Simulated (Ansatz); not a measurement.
# Relaxation of AlGa3N4

Level of theory: Ansatz 0.2.0, DFT r2SCAN, scalar-relativistic, plane waves, PAW. Settings: 500 eV cutoff, 6×8×4 k-mesh, Gaussian smearing of 0.02 eV, no spin polarisation.

What was changed: uniaxial strain along c, with a, b and atoms relaxed: -1.5 %.

Command:

```bash
ansatz run input.yaml --threads 2 --pin off --max-ram 5120MiB --backend cpu --events-out ev --progress --plain --runs-dir out
```

Input:

```yaml
crystal:
  lattice:
    - [5.1581911098, 0.0, 6.46716e-05]
    - [0.0, 3.1752771098, 0.0]
    - [-0.0036209198, 0.0, 5.3948396716]
  atoms:
    - { symbol: Al, position: [0.0005828848, 0.5, 0.6672982357] }
    - { symbol: Ga, position: [0.499171287, 0.5, 0.3350606985] }
    - { symbol: Ga, position: [0.4992511918, 0.0, 0.8314570703] }
    - { symbol: Ga, position: [0.9998609986, 0.0, 0.1661913852] }
    - { symbol: "N", position: [0.1194130441, 0.5, 0.3406010347] }
    - { symbol: "N", position: [0.1173310425, 0.0, 0.8259310372] }
    - { symbol: "N", position: [0.6202395502, 0.0, 0.1661937139] }
    - { symbol: "N", position: [0.6317500111, 0.5, 0.6672678244] }
basis:
  ecutwfc: 500
kpoints:
  mp_grid: { grid: [6, 8, 4] }
hamiltonian:
  xc: r2scan
scf:
  occupations: { method: gaussian, width: 0.02 }
output:
  forces: true
  stress: true
  eigenvalues: true
relax:
  adjacent_minimum: "off"
  f_tol: 0.008
  max_steps: 40
  cell: { stress_tol: 0.015, fix: [c, angles] }
```

F is the free energy. Steps run on the plane waves of an earlier cell, but the last one, and at times one on the way, on a freshly chosen basis, so a repeated geometry can differ a little in energy. The held parts of the cell keep their stress, so P needn't end at zero.

Steps:

```tsv
step	F − F(1) (eV)	largest force component (eV/Å)	V (Å³/atom)	P (GPa)
1	0.0000	0.216	11.045	1.64
2	-0.0040	0.133	11.044	1.61
3	-0.0070	0.024	11.042	1.59
4	-0.0071	0.002	11.044	1.56
5	-0.0071	0.002	11.044	1.56
```

Relaxed structure:

```xyz
8
Lattice="5.1511 0.0000 0.0001 0.0000 3.1792 0.0000 -0.0036 0.0000 5.3948" Properties=species:S:1:pos:R:3 pbc="T T T"
Al   -0.0017    1.5896    3.6027
Ga    2.5667    1.5896    1.8042
Ga    2.5652    0.0000    4.4816
Ga    5.1460    0.0000    0.9003
N     0.6174    1.5896    1.8271
N     0.6040    0.0000    4.4452
N     3.1970    0.0000    0.9076
N     3.2557    1.5896    3.6108
```

Symmetry: Pm, No. 6, monoclinic system. The conventional cell has a = 5.151 Å, b = 3.179 Å, c = 5.395 Å, α = 90.00°, β = 90.04°, γ = 90.00°. Al (site symmetry m) is surrounded by 4 N at 1.88 to 1.90 Å. Around Ga (site symmetry m) lie 4 N at 1.93 to 1.95 Å. Around Ga (site symmetry m) lie 4 N at 1.93 to 1.96 Å. Around Ga (site symmetry m) lie 4 N at 1.94 to 1.95 Å. N (site symmetry m) has 1 Al at 1.88 Å and 3 Ga at 1.94 to 1.95 Å as nearest neighbours. N (site symmetry m) is surrounded by 2 Al at 1.90 Å and 2 Ga at 1.95 to 1.96 Å. Around N (site symmetry m) lie 4 Ga at 1.93 to 1.95 Å. N (site symmetry m) is surrounded by 1 Al at 1.89 Å and 3 Ga at 1.93 to 1.94 Å.

The run converged. Time: 2.2 min on 2 threads of Arm Neoverse V1 (shared host), peak memory 0.63 GiB.